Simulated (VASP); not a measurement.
# Ca (Im-3m) in VASP: single point with LDA

Aim: the single point of Ca with LDA.

All numbers are computed with VASP 6.6.1; they aren't measurements. Logs are shortened: lines on timing, memory, paths and dates and some standing lists are left out, and cuts for length are marked.

**1. Starting point**

It takes space group Im-3m (No. 229, cubic). The conventional cell has a = 4.480 Å, b = 4.480 Å, c = 4.480 Å, α = 90.00°, β = 90.00°, γ = 90.00°. Ca (site symmetry m-3m) has 8 Ca at 3.88 Å as nearest neighbours.

This isn't the form of Ca at room conditions, which is fcc.

**2. Single point, LDA**

The input, INCAR:

```
PREC = Accurate
ENCUT = 520
EDIFF = 1E-6
ISMEAR = 0
SIGMA = 0.1
LREAL = F
LASPH = T
NELM = 100
ALGO = Normal
ISIF = 2
LWAVE = F
LCHARG = F
GGA = CA
NBANDS = 11
```

The input, KPOINTS:

```
Automatic mesh
0
Gamma
  6 6 6
```

The input, POSCAR:

```
Ca
1.0
   -2.2400000000      2.2400000000      2.2400000000
    2.2400000000     -2.2400000000      2.2400000000
    2.2400000000      2.2400000000     -2.2400000000
Ca
1
Direct
    0.0000000000      0.0000000000      0.0000000000
```

Potentials or basis: VASP PAW LDA potentials, release 64 (Ca_sv).

The run is started by

```
cat potpaw_LDA.64/Ca_sv/POTCAR > POTCAR
mpirun -np 1 vasp_std > vasp.out
```

OUTCAR:

```text
PREC = Accurate
   ENCUT = 520
   EDIFF = 1E-6
   ISMEAR = 0
   LREAL = F
   LASPH = T
   NELM = 100
   ISIF = 2
   GGA = CA

 ion  position               nearest neighbor table
   1  0.000  0.000  0.000-

  LATTYP: Found a body centered cubic cell.
 ALAT       =     4.4800000000

  Lattice vectors:

 A1 = (  -2.2400000000,   2.2400000000,   2.2400000000)
 A2 = (   2.2400000000,  -2.2400000000,   2.2400000000)
 A3 = (   2.2400000000,   2.2400000000,  -2.2400000000)

Analysis of symmetry for initial positions (statically):
=====================================================================
 Subroutine PRICEL returns:
 Original cell was already a primitive cell.

 Routine SETGRP: Setting up the symmetry group for a
 body centered cubic supercell.

 Subroutine GETGRP returns: Found 48 space group operations
 (whereof 48 operations were pure point group operations)
 out of a pool of 48 trial point group operations.

The static configuration has the point symmetry O_h .

Analysis of symmetry for dynamics (positions and initial velocities):
=====================================================================
 Subroutine PRICEL returns:
 Original cell was already a primitive cell.

 Routine SETGRP: Setting up the symmetry group for a
 body centered cubic supercell.

 Subroutine GETGRP returns: Found 48 space group operations
 (whereof 48 operations were pure point group operations)
 out of a pool of 48 trial point group operations.

The dynamic configuration has the point symmetry O_h .

 Subroutine INISYM returns: Found 48 space group operations
 (whereof 48 operations are pure point group operations),
 and found     1 'primitive' translations

----------------------------------------------------------------------------------------

                                     Primitive cell

  volume of cell :      44.9577

  direct lattice vectors                    reciprocal lattice vectors
    -2.240000000  2.240000000  2.240000000     0.000000000  0.223214286  0.223214286
     2.240000000 -2.240000000  2.240000000     0.223214286  0.000000000  0.223214286
     2.240000000  2.240000000 -2.240000000     0.223214286  0.223214286  0.000000000

  length of vectors
     3.879793809  3.879793809  3.879793809     0.315672670  0.315672670  0.315672670

  position of ions in fractional coordinates (direct lattice)
     0.000000000  0.000000000  0.000000000

  ion indices of the primitive-cell ions
   primitive index   ion index
                 1           1

----------------------------------------------------------------------------------------

 KPOINTS: Automatic mesh

Automatic generation of k-mesh.
 Grid dimensions read from file:
 generate k-points for:    6    6    6

 Generating k-lattice:

  Cartesian coordinates                     Fractional coordinates (reciprocal lattice)
     0.000000000  0.037202381  0.037202381     0.166666667  0.000000000  0.000000000
     0.037202381  0.000000000  0.037202381     0.000000000  0.166666667  0.000000000
     0.037202381  0.037202381  0.000000000     0.000000000  0.000000000  0.166666667

  Length of vectors
     0.052612112  0.052612112  0.052612112

  Shift w.r.t. Gamma in fractional coordinates (k-lattice)
     0.000000000  0.000000000  0.000000000

 Subroutine IBZKPT returns following result:
 ===========================================

 Found     16 irreducible k-points:

 Following reciprocal coordinates:
            Coordinates               Weight
  0.000000  0.000000  0.000000      1.000000
  0.166667  0.000000  0.000000     12.000000
  0.333333  0.000000  0.000000     12.000000
  0.500000  0.000000  0.000000      6.000000
  0.166667  0.166667  0.000000     24.000000
  0.333333  0.166667  0.000000     48.000000
[... 8 lines left out ...]
  0.500000  0.500000  0.333333     12.000000
  0.500000  0.500000  0.500000      1.000000
   k-points           NKPTS =     16   k-points in BZ     NKDIM =     16   number of bands    NBANDS=     11
   number of dos      NEDOS =    301   number of ions     NIONS =      1
   total plane-waves  NPLWV =  27000
   dimension x,y,z NGX =    30 NGY =   30 NGZ =   30
   dimension x,y,z NGXF=    60 NGYF=   60 NGZF=   60
   ions per type =               1
   NGX,Y,Z   is equivalent  to a cutoff of  12.85, 12.85, 12.85 a.u.
   NGXF,Y,Z  is equivalent  to a cutoff of  25.71, 25.71, 25.71 a.u.
 SYSTEM =  unknown system
   PREC   = accura    normal or accurate (medium, high low for compatibility)
   ISTART =      0    job   : 0-new  1-cont  2-samecut
   ICHARG =      2    charge: 1-file 2-atom 10-const
   ISPIN  =      1    spin polarized calculation?
   LNONCOLLINEAR =      F non collinear calculations
   LSORBIT =      F    spin-orbit coupling
   LASPH  =      T    aspherical Exc in radial PAW
   ENCUT  =  520.0 eV  38.22 Ry    6.18 a.u.   7.21  7.21  7.21*2*pi/ulx,y,z
   NELM   =    100;   NELMIN=  2; NELMDL= -5     # of ELM steps
   EDIFF  = 0.1E-05   stopping-criterion for ELM
   LREAL  =      F    real-space projection
   EDIFFG = 0.1E-04   stopping-criterion for IOM
   NSW    =      0    number of steps for IOM
   IBRION =     -1    ionic relax: 0-MD 1-quasi-New 2-CG
   NFREE  =      0    steps in history (QN), initial steepest desc. (CG)
   ISIF   =      2    stress and relaxation
   ISYM   =      2    0-nonsym 1-usesym 2-fastsym
   POTIM  = 0.5000    time-step for ionic-motion
   TEBEG  =    0.0;   TEEND  =   0.0 temperature during run
   PSTRESS=    0.0 pullay stress
   NELECT =      10.0000    total number of electrons
   NUPDOWN=      -1.0000    fix difference up-down
   EMIN   =  10.00;   EMAX   =-10.00  energy-range for DOS
   EFERMI =   0.00;   METHOD = LEGACY
   ISMEAR =     0;   SIGMA  =   0.10  broadening in eV -4-tet -1-fermi 0-gaus
   EFERMI_NEDOS =   21; number of points for ismear=-14 and -15
   IALGO  =     38    algorithm
   IMIX   =      4    mixing-type and parameters
     AMIX     =   0.40;   BMIX     =  1.00
     AMIX_MAG =   1.60;   BMIX_MAG =  1.00
  volume/ion in A,a.u.               =      44.96       303.39
  Fermi-wavevector in a.u.,A,eV,Ry     =   0.991913  1.874443 13.386649  0.983891
  Thomas-Fermi vector in A             =   2.123688
   LORBIT       =      0    0 simple, 1 ext, 2 COOP (PROOUT), +10 PAW based schemes
   GGA     = CA    functional components
   LHFCALC =     F    Hartree Fock is set to
   AEXX    =    0.0000 exact exchange contribution
   IVDW    =     0    specifies the selected vdW correction
   LEPSILON=     F    determine dielectric tensor
   LRPA    =     F    only Hartree local field effects (RPA)
 non-spin polarized calculation
 Gauss-broadening in eV      SIGMA  =   0.10
  energy-cutoff  :      520.00
  volume of cell :       44.96
 maximum number of plane-waves:      1264
 NGX is ok and might be reduce to    30

 number of electron      10.0000001 magnetization

 Free energy of the ion-electron system (eV)
  ---------------------------------------------------
  ext. energy  EPLUGINS =         0.00000000
  ---------------------------------------------------
  free energy    TOTEN  =        -2.12876982 eV

  energy without entropy =       -2.11751780  energy(sigma->0) =       -2.12314381

 E-fermi :   1.6085     XC(G=0):  -7.7635

 val. band max:        1.5702976751   @ k =   0.5000   0.5000   0.1667
 cond. band min:       1.6135033317   @ k =   0.5000   0.5000   0.3333
 fundamental gap:      0.0432056566
 Fermi energy:         1.6085314006

 k-point     1 :       0.0000    0.0000    0.0000
  band No.  band energies     occupation
      1     -40.1818      2.00000
      2     -21.3955      2.00000
      3     -21.3955      2.00000
      4     -21.3955      2.00000
      5      -2.3601      2.00000
      6       3.6525      0.00000
      7       3.6525      0.00000
      8       3.6525      0.00000
      9       4.6513      0.00000
     10       4.6513      0.00000
     11      11.5643      0.00000

 k-point     2 :       0.1667    0.0000    0.0000
  band No.  band energies     occupation
      1     -40.1789      2.00000
      2     -21.4248      2.00000
      3     -21.4054      2.00000
      4     -21.3954      2.00000
      5      -1.8888      2.00000
      6       3.4044      0.00000
      7       3.4129      0.00000
      8       3.9979      0.00000
      9       4.4637      0.00000
     10       4.6691      0.00000
     11      10.3572      0.00000

 k-point     3 :       0.3333    0.0000    0.0000
  band No.  band energies     occupation
      1     -40.1730      2.00000
      2     -21.4827      2.00000
      3     -21.4252      2.00000
      4     -21.3952      2.00000
      5      -0.6122      2.00000
      6       2.5096      0.00000
      7       2.9764      0.00000
      8       4.5386      0.00000
      9       4.7804      0.00000
     10       4.8974      0.00000
     11       7.6094      0.00000

 k-point     4 :       0.5000    0.0000    0.0000
  band No.  band energies     occupation
      1     -40.1700      2.00000
      2     -21.5113      2.00000
      3     -21.4351      2.00000
      4     -21.3951      2.00000
      5       0.6713      2.00000
      6       1.5700      1.41373
      7       2.7876      0.00000
      8       4.5337      0.00000
      9       4.8866      0.00000
     10       5.5851      0.00000
     11       6.4321      0.00000

 k-point     5 :       0.1667    0.1667    0.0000
  band No.  band energies     occupation
      1     -40.1745      2.00000
      2     -21.4642      2.00000
      3     -21.4176      2.00000
      4     -21.4022      2.00000
      5      -1.0060      2.00000
      6       2.8644      0.00000
      7       3.0440      0.00000
      8       4.3674      0.00000
      9       4.6369      0.00000
     10       4.8203      0.00000
     11       8.6540      0.00000
[... 99 lines left out ...]
 k-point    13 :      -0.3333    0.5000    0.1667
  band No.  band energies     occupation
      1     -40.1666      2.00000
      2     -21.4893      2.00000
      3     -21.4638      2.00000
      4     -21.4258      2.00000
      5       1.0802      2.00000
      6       2.0171      0.00000
      7       2.8368      0.00000
      8       4.2323      0.00000
      9       4.6614      0.00000
     10       5.6548      0.00000
     11       6.5346      0.00000

 k-point    14 :      -0.3333    0.3333    0.3333
  band No.  band energies     occupation
      1     -40.1656      2.00000
      2     -21.4719      2.00000
      3     -21.4580      2.00000
      4     -21.4580      2.00000
      5       0.7694      2.00000
      6       2.2541      0.00000
      7       3.8422      0.00000
      8       3.8422      0.00000
      9       4.4427      0.00000
     10       4.8945      0.00000
     11       7.8421      0.00000

 k-point    15 :       0.5000    0.5000    0.3333
  band No.  band energies     occupation
      1     -40.1632      2.00000
      2     -21.4879      2.00000
      3     -21.4689      2.00000
      4     -21.4590      2.00000
      5       1.6135      0.94394
      6       1.7286      0.08950
      7       3.7536      0.00000
      8       4.0089      0.00000
      9       5.2281      0.00000
     10       5.4281      0.00000
     11       6.1134      0.00000

 k-point    16 :       0.5000    0.5000    0.5000
  band No.  band energies     occupation
      1     -40.1609      2.00000
      2     -21.4801      2.00000
      3     -21.4801      2.00000
      4     -21.4801      2.00000
      5       1.6585      0.48015
      6       1.6585      0.48015
      7       5.2571      0.00000
      8       5.2571      0.00000
      9       5.2571      0.00000
     10       5.3775      0.00000
     11       5.3775      0.00000

------------------------ aborting loop because EDIFF is reached ----------------------------------------

  FORCE on cell =-STRESS in cart. coord.  units (eV):
  Direction    XX          YY          ZZ          XY          YZ          ZX
  --------------------------------------------------------------------------------------
  -------------------------------------------------------------------------------------
  Total       -0.6851738     -0.6851738     -0.6851738     -0.0000000     -0.0000000      0.0000000
  in kB      -24.4178415    -24.4178415    -24.4178415     -0.0000000     -0.0000000      0.0000000
  external PRESSURE =     -24.4178415 kB  Pullay stress =       0.0000000 kB

 VOLUME and BASIS-vectors are now :
 -----------------------------------------------------------------------------
  energy-cutoff  :      520.00
  volume of cell :       44.96
      direct lattice vectors                 reciprocal lattice vectors
    -2.240000000  2.240000000  2.240000000     0.000000000  0.223214286  0.223214286
     2.240000000 -2.240000000  2.240000000     0.223214286  0.000000000  0.223214286
     2.240000000  2.240000000 -2.240000000     0.223214286  0.223214286  0.000000000

 POSITION                                       TOTAL-FORCE (eV/Angst)
 -----------------------------------------------------------------------------------
      0.00000      0.00000      0.00000         0.000000     -0.000000      0.000000
 -----------------------------------------------------------------------------------
    total drift:                                0.000000     -0.000000      0.000000

  FREE ENERGIE OF THE ION-ELECTRON SYSTEM (eV)
  ---------------------------------------------------
  free  energy   TOTEN  =        -2.1287698170 eV

  energy  without entropy=       -2.1175178049  energy(sigma->0) =       -2.12314381
```

Wall time 16 s (1 thread of AMD EPYC, shared host); peak memory 0.11 GiB.

What came out:

```yaml
Free_energy: -2.1288 eV
Pressure: -2.4 GPa
Band_gap_on_the_k_mesh: none (metal or under the smearing width)
```

Levels at points of the mesh, in eV from the Fermi level:
| k point | band 1 | band 2 | band 3 | band 4 | band 5 | band 6 | band 7 | band 8 | band 9 | band 10 |
| --- | --- | --- | --- | --- | --- | --- | --- | --- | --- | --- |
| (0.00, 0.00, 0.00) | -41.79 | -23.00 | -23.00 | -23.00 | -3.97 | 2.04 | 2.04 | 2.04 | 3.04 | 3.04 |
| (0.50, 0.00, 0.00) | -41.78 | -23.12 | -23.04 | -23.00 | -0.94 | -0.04 | 1.18 | 2.93 | 3.28 | 3.98 |
| (0.50, 0.50, 0.50) | -41.77 | -23.09 | -23.09 | -23.09 | 0.05 | 0.05 | 3.65 | 3.65 | 3.65 | 3.77 |
